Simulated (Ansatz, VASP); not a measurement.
Two plane-wave programs on Ba

```
Ba
1.0
    -2.02929    2.02929    1.90981
     2.02929   -2.02929    1.90981
     2.02929    2.02929   -1.90981
Ba
1
Direct
  0.00000 0.00000 0.00000
```

Alike in both runs: task single point; functional PBEsol; k mesh 6 × 6 × 6; occupations gaussian, width 0.1 eV; no spin polarisation.

|  | VASP | Ansatz |
| --- | --- | --- |
| version | VASP 6.6.1 | Ansatz 0.2.0 |
| potentials or method | VASP PAW PBE potentials, release 64 (Ba_sv) | scalar-relativistic, plane waves, PAW |
| plane-wave cutoff (eV) | 520 | 420 |
| valence electrons in the cell | 10 | 10 |

```csv
,VASP,Ansatz,Ansatz less VASP
gap on the k mesh at the Fermi level (eV),none,none,-
pressure (GPa),13.8,12.0,-1.87
largest component of the traceless stress (GPa),0.89,0.89,-0.005
```

A gap of «none» marks a metal or a gap that the smearing closes.

Caveats: the k mesh is coarse (spacing up to 0.38 Å⁻¹), so the values aren't converged; the PAW data sets were made with another functional, which shifts forces and pressure a little (VASP). The runs have no spin-orbit coupling, so splittings on Ba are missing.
